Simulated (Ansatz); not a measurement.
# AgBr (database structure): how the settings move a single-point run

Question: which choices in the input matter for AgBr (database structure)?

The COD entry's cell or inner coordinates are ideal or old and differ from later refinements, so a difference from it is no clean test against experiment.

Program: Ansatz 0.2.0. Level of theory: reference: DFT PBE, plane waves, PAW, scalar-relativistic, no spin polarisation. These are calculated values, not measurements.

### Step 1. Starting point

Symmetry: Fm-3m, No. 225, cubic system. The conventional cell has a = 5.726 Å, b = 5.726 Å, c = 5.726 Å, α = 90.00°, β = 90.00°, γ = 90.00°. Around Br (site symmetry m-3m) lie 6 Ag at 2.86 Å. Around Ag (site symmetry m-3m) lie 6 Br at 2.86 Å.

Structure file:

```xyz
2
Lattice="0.0000 2.8629 2.8629 2.8629 0.0000 2.8629 2.8629 2.8629 0.0000" Properties=species:S:1:pos:R:3 pbc="T T T"
Br    2.8629    2.8629    2.8629
Ag    0.0000    0.0000    0.0000
```

### Step 2. The reference run

input.yaml

```yaml
crystal:
  lattice:
    - [0.0, 2.862926, 2.862926]
    - [2.862926, 0.0, 2.862926]
    - [2.862926, 2.862926, 0.0]
  atoms:
    - { symbol: Br, position: [0.5, 0.5, 0.5] }
    - { symbol: Ag, position: [0.0, 0.0, 0.0] }
  symmetry: { tolerance: 0.0003 }
kpoints:
  mp_grid: { grid: [5, 5, 5], shift: [0, 0, 0] }
magnetization:
  spin_polarized: false
scf:
  occupations: { method: fermi_dirac }
hamiltonian:
  pseudopotentials: { kind: paw }
  xc: pbe
basis:
  ecutwfc: 420
output:
  forces: true
  stress: true
  eigenvalues: true
```

On the command line:

```console
$ ansatz run input.yaml --threads 1 --pin off --max-ram 2560MiB --backend cpu --events-out ev --progress --plain --runs-dir out
```

### Step 3. Variant: mp_grid.grid [4, 4, 4], ecutwfc 300 eV

input.yaml, as its differences from that of step 2:

```diff
@@ -10,3 +10,3 @@
 kpoints:
-  mp_grid: { grid: [5, 5, 5], shift: [0, 0, 0] }
+  mp_grid: { grid: [4, 4, 4], shift: [0, 0, 0] }
 magnetization:
@@ -19,3 +19,3 @@
 basis:
-  ecutwfc: 420
+  ecutwfc: "300 eV"
 output:
```

### Step 4. Changed: preconditioner local_kerker

input.yaml, as its differences from that of step 2:

```diff
@@ -15,2 +15,3 @@
   occupations: { method: fermi_dirac }
+  mixing: { preconditioner: local_kerker }
 hamiltonian:
```

### Step 5. Changing settings: chi_scale 0.3

input.yaml, as its differences from that of step 2:

```diff
@@ -15,2 +15,3 @@
   occupations: { method: fermi_dirac }
+  initial_density: { chi_scale: 0.3 }
 hamiltonian:
```

### Step 6. A run with other settings

input.yaml, as its differences from that of step 2:

```diff
@@ -15,2 +15,3 @@
   occupations: { method: fermi_dirac }
+  max_iter: 75
 hamiltonian:
@@ -19,3 +20,3 @@
 basis:
-  ecutwfc: 420
+  ecutwfc: "20 eV"
 output:
```

(Steps that only read results are left out.)

Before running it: what results should come out? Wanted: for each run, ending; energy change; pressure; gap; force.

The runs gave:

| run | ending | energy change | pressure (GPa) | gap (eV) | force (eV/Å) | cycles | time |
| --- | --- | --- | --- | --- | --- | --- | --- |
| reference | converged | 0 | 2.8 | 0.81 | 0.00 | 6 | 1.2 s |
| 1: mp_grid.grid [4, 4, 4], ecutwfc 300 eV | converged | +69.8 meV/atom | 3.0 | 0.69 | 0.00 | 6 | 0.7 s |
| 2: preconditioner local_kerker | converged | 0.0 meV/atom | 2.8 | 0.81 | 0.00 | 6 | 1 s |
| 3: chi_scale 0.3 | converged | 0.0 meV/atom | 2.8 | 0.81 | 0.00 | 8 | 1.3 s |
| 4: ecutwfc 20 eV | refused | - | - | - | - | - | 0.2 s |

Residual by cycle in the longest SCF loop of each run; runs are numbered as in the table. The quantity is the density residual dr2, in eV.

| cycle | reference | run 1 | run 2 | run 3 |
| --- | --- | --- | --- | --- |
| 1 | 1.9e-5 | 0.00251 | 1.9e-5 | 17.2 |
| 2 | 7.9e-6 | 8.9e-4 | 1.3e-5 | 3.22 |
| 3 | 9.8e-6 | 7.5e-5 | 3.8e-6 | 0.0972 |
| 4 | 2.0e-7 | 6.6e-6 | 3.5e-7 | 0.0118 |
| 5 | 8.7e-8 | 3.8e-7 | 4.2e-8 | 2.0e-4 |
| 6 | 2.7e-9 | 5.5e-9 | 1.5e-9 | 2.8e-5 |
| 7 | - | - | - | 4.1e-8 |
| 8 | - | - | - | 5.0e-10 |

**Reading.** Of the converged runs whose energies compare with the reference's, «mp_grid.grid [4, 4, 4], ecutwfc 300 eV» moves the energy most (+69.8 meV/atom). Run 1 ran under the cutoff that the potentials recommend, as the log warns, so basis error is mixed into its values. 1 of the 4 altered inputs did not end normally.
